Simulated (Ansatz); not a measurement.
Wanted: the native input for an Ansatz 0.2.0 run.

```
Task                : single point
Functional          : r2SCANh
Potentials or basis : Ansatz PAW
Cutoff              : 500 eV (not typed: the program's choice for these potentials)
k mesh              : 4 × 4 × 4
Occupations         : fermi-dirac, width 0.05 eV
Spin                : no spin polarisation
```

The system is PbS.

```xyz
2
Lattice="4.0897 0.0000 0.0000 -2.0448 3.5418 0.0000 0.0000 0.0000 3.7882" Properties=species:S:1:pos:R:3 pbc="T T T"
Pb    0.0000    0.0000    0.0000
S     2.0448    1.1806    1.8941
```

Measurements of this composition are mostly on another form, of space group No. 225.

The input as run:

input

```
crystal:
  lattice:
    - [4.0896976867, 0.0, 0.0]
    - [-2.0448488433, 3.5417820905, 0.0]
    - [0.0, 0.0, 3.788167]
  atoms:
    - { symbol: Pb, position: [0.0, 0.0, 0.0] }
    - { symbol: S, position: [0.6666666667, 0.3333333333, 0.5] }
hamiltonian:
  xc: r2scanh
  pseudopotentials: { kind: paw }
kpoints:
  mp_grid: { grid: [4, 4, 4] }
scf:
  occupations: { method: fermi_dirac, width: 0.05 }
output:
  forces: true
  stress: true
  eigenvalues: true
```

It gave:

| Property | Result |
| --- | --- |
| Pressure | -1.2 GPa |
| Band gap on the k mesh | 0.77 eV, indirect (least direct gap 1.59 eV) |

Caveat: the k mesh is coarse (spacing up to 0.44 Å⁻¹), so the values aren't converged, least of all with exact exchange; spin-orbit coupling is left out, which as a rule narrows the gap of such compounds by several tenths of an eV; the PAW data sets come from PBE, with cores solved anew for the run's functional, which leaves a small shift of forces and pressure; the thresholds are loose for stress.

It took 9.4 s on 1 × NVIDIA H100 80GB HBM3 with 2 threads of AMD EPYC 7R13 Processor (Zen 3) (shared host), peak memory 1.5 GiB.
